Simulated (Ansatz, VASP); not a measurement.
## KBr in VASP and in Ansatz

```xyz
2
Lattice="0.0000 3.2755 3.2755 3.2755 0.0000 3.2755 3.2755 3.2755 0.0000" Properties=species:S:1:pos:R:3 pbc="T T T"
K     0.0000    0.0000    0.0000
Br    3.2755    3.2755    3.2755
```

Alike in both runs: functional PBEsol; k mesh 7 × 7 × 7; occupations fermi-dirac, width 0.02 eV; no spin polarisation.

Ansatz relaxed the structure, and its values are those at the end. VASP's run is a single point on that final structure, the one shown.

|  | VASP | Ansatz |
| --- | --- | --- |
| version | VASP 6.6.1 | Ansatz 0.2.0 |
| potentials or method | VASP PAW PBE potentials, release 64 (K_sv, Br) | PAW with Ansatz's default frozen-core files, scalar-relativistic |
| plane-wave cutoff (eV) | 520 | 420 |
| valence electrons in the cell | 16 | 16 |

Ansatz gave:

| Quantity | Value |
| --- | --- |
| pressure (GPa) | 0.0 |

Problem. Estimate VASP's values.

Solution. Pressure (GPa): 0.1.

The functional is the same, so the differences come from potentials, cutoffs and numerics.

Caveats: the PAW data sets were made with another functional, which shifts forces and pressure a little (VASP).
